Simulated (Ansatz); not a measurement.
Level of theory: DFT PBE, scalar-relativistic, plane waves, PAW in Ansatz. Settings: cutoff 420 eV, Γ-centred meshes spaced at most about 0.3 Å⁻¹, and about 0.25 Å⁻¹ or finer for metals (2π included), Gaussian smearing. No spin polarisation in the final relaxations.

All energies are static (0 K, no zero-point motion).

Compare these two cells of P, each relaxed at this level.

A.

```
P
1.0
     2.64143    0.00000    0.00000
    -1.32072    2.28755    0.00000
     0.00000    0.00000    4.96109
P
2
Direct
  0.00000 0.00000 0.23638
  0.00000 0.00000 0.76362
```

B.

```
P
1.0
     2.44431    0.00000    0.00000
     0.00000    2.44431    0.00000
     0.00000    0.00000    2.44431
P
1
Cartesian
  0.0000 0.0000 0.0000
```

Task: Which form is favoured at zero pressure, and by what margin per atom?

Result: B is lower, by 0.35 eV/atom. A has space group P6/mmm (No. 191), 15.0 Å³/atom and no gap on its mesh; B has the simple cubic type, space group Pm-3m (No. 221), 14.6 Å³/atom and no gap. Counting all near atoms (those within 1.25 times the shortest such distance or 1.15 times the sum of covalent radii; a plus sign parts nearer from farther groups), A has P 1+7 and B has P 6. Both come from invented guesses. The part of the Crystallography Open Database at hand lists P in space groups No. 2, 13, 64, 123; no cell shown has one of them.

Cells relaxed within their symmetry can be saddle points.
